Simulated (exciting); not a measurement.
## Ti: equation of state with PBE

Ti:

```xyz
1
Lattice="-1.6410 1.6410 1.6410 1.6410 -1.6410 1.6410 1.6410 1.6410 -1.6410" Properties=species:S:1:pos:R:3 pbc="T T T"
Ti    0.0000    0.0000    0.0000
```

This isn't the form of Ti at room conditions, which is hcp.

```
Program             : exciting (release sodium)
Task                : equation of state
Functional          : PBE
Potentials or basis : all-electron LAPW+lo, shipped species files, valence relativity iora*
rgkmax              : 9
k mesh              : 11 × 11 × 11
Occupations         : fermi-dirac, width 0.05 eV
Spin                : no spin polarisation
```

The equilibrium volume is 17.25 Å³/atom. The bulk modulus is 106 GPa and the pressure derivative of the bulk modulus is 3.7.

Energy against volume, from the lowest point:
| volume (Å³/atom) | energy (meV/atom) |
| --- | --- |
| 16.616 | 7.97 |
| 16.969 | 1.42 |
| 17.323 | 0.00 |
| 17.676 | 3.34 |
| 18.030 | 10.94 |
| 18.383 | 22.34 |
| 18.737 | 37.39 |
